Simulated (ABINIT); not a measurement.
Wanted: the native input for an ABINIT 10.8.3 (patched build) run.

```
Task                : equation of state
Functional          : PBEsol
Potentials or basis : PseudoDojo NC SR PBEsol v0.4.1 standard
Cutoff              : 1252 eV
k mesh              : 13 × 13 × 13
Occupations         : fermi-dirac, width 0.05 eV
Spin                : no spin polarisation
```

The system is Cu.

```xyz
1
Lattice="0.0000 1.8075 1.8075 1.8075 0.0000 1.8075 1.8075 1.8075 0.0000" Properties=species:S:1:pos:R:3 pbc="T T T"
Cu    0.0000    0.0000    0.0000
```

One way to write it, as run:

run.abi

```
# Datasets: one volume each
ndtset 7
getwfk -1
scalecart1 3*0.9795861087
scalecart2 3*0.9864848297
scalecart3 3*0.9932883884
scalecart4 3*1.0000000000
scalecart5 3*1.0066227096
scalecart6 3*1.0131594038
scalecart7 3*1.0196128224

# Pseudopotentials
pp_dirpath "./"
pseudos "Cu.upf"

# Structure
acell 2.556191014 2.556191014 2.556191014 Angstrom
rprim
     0.0000000000     0.7071067812     0.7071067812
     0.7071067812     0.0000000000     0.7071067812
     0.7071067812     0.7071067812     0.0000000000
ntypat 1
znucl 29
natom 1
typat 1
xred
     0.0000000000     0.0000000000     0.0000000000

# Plane-wave basis
ecut 1251.723767 eV

# k points
kptopt 1
ngkpt 13 13 13
nshiftk 1
shiftk 0.0 0.0 0.0

# Exchange and correlation
ixc -116133

# Bands and occupations
nband 14
occopt 3
tsmear 0.05 eV

# SCF cycle
nstep 100
tolvrs 1.0e-10

# Output
iomode 3
prtwf 1
prtden 0
prteig 0
prtebands 0
```

Potentials or basis: PseudoDojo NC SR PBEsol v0.4.1 standard.

Run with:

```console
$ abinit run.abi > log 2>&1
```

It gave:

```json
{"Equilibrium volume": "11.29 Å³/atom", "Bulk modulus": "172 GPa", "Pressure derivative of the bulk modulus": "5.1"}
```

Caveat: pressures at fixed basis lie under the slope of the energies.

It took 3.1 min on 1 thread of Intel(R) Xeon(R) Platinum 8488C (Sapphire Rapids) (shared host), peak memory 0.12 GiB.
